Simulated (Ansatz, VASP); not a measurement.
Nb in VASP and in Ansatz

File INCAR:

```
PREC = Accurate
ENCUT = 520
EDIFF = 1E-6
ISMEAR = -1
SIGMA = 1.0
LREAL = False
LASPH = True
NELM = 80
ALGO = Normal
ISIF = 2
LWAVE = False
LCHARG = False
GGA = PE
NBANDS = 12
```

The input KPOINTS:

```
regular mesh
0
Gamma
  13 13 13
```

POSCAR

```
Nb
1.0
   -1.6547957147      1.6547957147      1.6547957147
    1.6547957147     -1.6547957147      1.6547957147
    1.6547957147      1.6547957147     -1.6547957147
Nb
1
Direct
    0.0000000000      0.0000000000      0.0000000000
```

Input for Ansatz:

```yaml
crystal:
  lattice:
    - [-1.6547957147, 1.6547957147, 1.6547957147]
    - [1.6547957147, -1.6547957147, 1.6547957147]
    - [1.6547957147, 1.6547957147, -1.6547957147]
  atoms:
    - { symbol: Nb, position: [0.0, 0.0, 0.0] }
hamiltonian:
  xc: pbe
  pseudopotentials:
    kind: paw
    azcp:
      Nb: "pseudopotentials/Nb.paw.azcp"
basis:
  ecutwfc: 420
  fft_grid_basis: typed
kpoints:
  mp_grid: { grid: [13, 13, 13], shift: [0, 0, 0] }
magnetization:
  spin_polarized: false
scf:
  occupations: { method: fermi_dirac, width: 1.0 }
  lower_state_search: "off"
output:
  stress: true
```

Alike in both runs: task single point; functional PBE; k mesh 13 × 13 × 13; occupations fermi-dirac, width 1 eV; no spin polarisation.

|  | VASP | Ansatz |
| --- | --- | --- |
| version | VASP 6.6.1 | Ansatz 0.2.0 |
| potentials or method | VASP PAW PBE potentials, release 64 (Nb_sv) | plane waves (420 eV) with PAW, scalar-relativistic |
| plane-wave cutoff (eV) | 520 | 420 |
| valence electrons in the cell | 13 | 13 |

Ansatz gave:

- pressure (GPa): 17.4

Task: What did VASP give for the same quantities?

Result: Pressure (GPa): 17.1.

With one functional, cell and mesh, what is left measures potentials, basis and numerics.
